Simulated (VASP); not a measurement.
TiSi, 2 atoms in the cell. Symmetry: Pm-3m, No. 221, cubic system. The conventional cell has a = 3.040 Å, b = 3.040 Å, c = 3.040 Å, α = 90.00°, β = 90.00°, γ = 90.00°. Ti (site symmetry m-3m) is surrounded by 8 Si at 2.63 Å. Around Si (site symmetry m-3m) lie 8 Ti at 2.63 Å. The cell was built by a generator and needn't be a form met in nature.

| Quantity | Value |
| --- | --- |
| Program | VASP 6.6.1 |
| Task | relaxation of cell and atoms |
| Functional | PBE |
| Potentials or basis | VASP PAW PBE potentials, release 64 (Ti_sv, Si) |
| Cutoff | 520 eV |
| k mesh | 7 × 7 × 7 |
| Occupations | gaussian, width 0.15 eV |
| Spin | no spin polarisation |
| Further INCAR settings | PREC = Normal; ALGO = Fast; EDIFF = 0.0001; IBRION = 2; EDIFFG = -0.08; NSW = 24; ISIF = 3 |

Potentials or basis: VASP PAW PBE potentials, release 64 (Ti_sv, Si).

The run is started by

```bash
$ cat potpaw_PBE.64/Ti_sv/POTCAR potpaw_PBE.64/Si/POTCAR > POTCAR
$ mpirun -np 2 vasp_std > vasp.out
```

Hardware: 2 MPI ranks on AMD EPYC 9R45 (Zen 5) (shared host).

Task: How long does it take, and how much memory?

Result: Wall time 7.9 s on 2 MPI ranks on AMD EPYC 9R45 (Zen 5), on a shared host, peak memory 0.09 GiB a rank. Counts: scf iterations 50, k points 20, ion steps 3.
